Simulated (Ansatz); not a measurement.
## From formation energies to a reaction energy: Sn4Se

The calculation used Ansatz 0.2.0, DFT PBE, scalar-relativistic, plane waves, PAW. All cells share a 420 eV cutoff and Γ-centred k meshes spaced at most about 0.3 Å⁻¹ (about 0.25 or finer for metals, 2π included). No spin polarisation.

The zero of energy is the elements' standard structures at the same level; no fitted shifts are applied. The references include grey tin.

These are static total energies at zero pressure. No dispersion correction is applied, so the spacing and binding between layers, chains or molecules are poorly described (SnSe Pnma). The reference form of Se is held partly by dispersion forces, which this level lacks.

A trial structure of Sn4Se (reached from: MnGa4 type (Im-3m); relaxed: space group Im-3m (No. 229), a = 6.804 Å) has a formation energy of 0.176 eV/atom. At its composition the lowest mixture among the elements and 2 reference phases computed alike (others may be missing) consists of these:

```json
{"phase": "Sn (solid)", "source": "element", "ΔE_f (eV/atom)": "0.000"}
{"phase": "SnSe (Pnma)", "source": "Materials Project", "ΔE_f (eV/atom)": "-0.438"}
```

**Question.** Write the balanced decomposition and find its energy per atom, per formula unit and per mole of formula units.

**Answer.** Balancing Sn and Se gives Sn4Se → 3 Sn + SnSe. The left side holds 5 atoms, and the products take 3/5 (Sn) and 2/5 (SnSe) of them. The mixture therefore lies at 3/5 × (0.000) + 2/5 × (-0.438) = -0.175 eV/atom. The reaction energy is -0.175 − (0.176) = -0.351 eV/atom. Times 5 atoms that is -1.755 eV per Sn4Se, and times 96.485 it is -169 kJ per mole of Sn4Se. Decomposition is downhill, so the trial structure is unstable against this mixture.
